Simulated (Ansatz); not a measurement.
WSe2 (layers cut from the bulk crystal), computed twice by G0W0.

The cell holds 9 atoms: 6 Se and 3 W. Cell: a = 3.234 Å, b = 3.234 Å, c = 54.800 Å, α = 90.0°, β = 90.0°, γ = 120.0°. It derives from WSe2. Regions: layer 1, 3 atoms (2 Se and 1 W); layer 2, 3 atoms (2 Se and 1 W); layer 3, 3 atoms (2 Se and 1 W). Vacuum lies along c.

```xyz
9
Lattice="3.2338 0.0000 0.0000 -1.6169 2.8005 0.0000 0.0000 0.0000 54.8000" Properties=species:S:1:pos:R:3
Se    0.0000    1.8670   19.5082
W     1.6169    0.9335   21.1896
Se    0.0000    1.8670   22.8717
Se    1.6169    0.9335   25.7200
W     0.0000    1.8670   27.4000
Se    1.6169    0.9335   29.0800
Se    0.0000    1.8670   31.9283
W     1.6169    0.9335   33.6104
Se    0.0000    1.8670   35.2918
```

The structure was relaxed with PBEsol-D3(BJ). The runs that relaxed it are not among those shown. Spin-orbit coupling is left out unless a run names it.

The first (Ansatz 0.2.0; start PBEsol, 6×6×1 mesh, 660 empty bands, screening to 70 eV, PAW set soft_1 files; 1 × NVIDIA H100 80GB HBM3 (shared by 6 runs) with 2 threads of AMD EPYC 7R13 (Zen 3), shared host) gave, on its mesh: starting gap 0.93 eV, G0W0 gap 1.26 eV, mean of 1 + 4πα/V (set by the cell height) 4.55, 98 s.

Q: The second changes empty bands from 660 to 263 and screening cutoff (eV) from 70.0 to 38. What does it give?

It gave: starting gap 0.93 eV, G0W0 gap 1.19 eV, mean of 1 + 4πα/V (set by the cell height) 4.57, 34 s. The G0W0 gap moves by −0.07 eV, +0.00 eV from the start and −0.07 eV from the correction. Σc changes by +0.36 eV at the valence top and +0.29 eV at the conduction bottom, and Σx − Vxc between them by +0.0001 eV.

Limits: not at the basis limit; coarse mesh for a sheet; no spin-orbit coupling.

[Paths, hosts, dates, memory and timing lines, banners, echoed tables and standing remarks are left out of the program output.]

[Logs are printed without paths, hosts, clocks, repeated set-up lines and the standing remarks that a program may print on its own settings, such as how far it seeks lower states.]

[Runs of the session that timed out or met a known fault of the program may be left out.]

[Cells called generated may have been cut or substituted from an entry of the Crystallography Open Database or the Materials Project.]

[Hosts, paths, dates, database ids (printed as entryN), source tags and the programs' standing remarks are cut or masked in the printed files.]
